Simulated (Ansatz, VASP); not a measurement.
**Two plane-wave programs on Ru**

File INCAR:

```
SYSTEM = Ru
ALGO = Fast
EDIFF = 1E-6
EDIFFG = -0.04
ENCUT = 600
GGA = PE
IBRION = 2
ISIF = 3
ISMEAR = 0
LASPH = .TRUE.
LCHARG = .FALSE.
LREAL = .FALSE.
LWAVE = .FALSE.
NELM = 100
NSW = 90
PREC = Accurate
SIGMA = 0.1
```

Contents of KPOINTS:

```
k-points
0
G
  6 6 6
  0 0 0
```

Contents of POSCAR:

```
Ru
1.0
    4.4642422224      0.0000000000      0.0000000000
   -2.2321211112      3.8661471732      0.0000000000
    0.0000000000      0.0000000000      2.7367745798
Ru
3
Direct
    0.0000000000      0.0000000000      0.0000000000
    0.3333333333      0.6666666667      0.5000000000
    0.6666666667      0.3333333333      0.5000000000
```

Input for Ansatz:

```yaml
crystal:
  lattice:
    - [4.4642422224, 0.0, 0.0]
    - [-2.2321211112, 3.8661471732, 0.0]
    - [0.0, 0.0, 2.7367745798]
  atoms:
    - { symbol: Ru, position: [0.0, 0.0, 0.0] }
    - { symbol: Ru, position: [0.3333333333, 0.6666666667, 0.5] }
    - { symbol: Ru, position: [0.6666666667, 0.3333333333, 0.5] }
basis:
  ecutwfc: 420
kpoints:
  mp_grid: { grid: [6, 6, 6] }
hamiltonian:
  xc: pbe
scf:
  occupations: { method: gaussian, width: 0.1 }
  lower_state_search: "off"
output:
  forces: true
  stress: true
  eigenvalues: true
relax:
  adjacent_minimum: "off"
  f_tol: 0.04
  max_steps: 70
  cell: { stress_tol: 0.4 }
```

Alike in both runs: task relaxation of cell and atoms; functional PBE; k mesh 6 × 6 × 6; occupations gaussian, width 0.1 eV; no spin polarisation.

```csv
,VASP,Ansatz
version,VASP 6.6.1,Ansatz 0.2.0
potentials or method,"VASP PAW PBE potentials, release 64 (Ru_pv)","scalar-relativistic, plane waves, PAW"
plane-wave cutoff (eV),600,420
valence electrons in the cell,42,48
```

```tsv
	VASP	Ansatz	Ansatz less VASP
gap on the k mesh at the Fermi level, each at its own relaxed structure (eV)	none	none	-
relaxed volume (Å³/atom)	14.13	14.13	+0.003
relaxed cell length with the largest relative difference (Å)	2.691	2.686	-0.0049
energy change over the relaxation (meV/atom)	-148	-147	+0.7
```

A gap of «none» marks a metal or a gap that the smearing closes. The two sets of potentials don't hold the same shells in valence.

Caveats: the k mesh is coarse (spacing up to 0.38 Å⁻¹), so the values aren't converged.
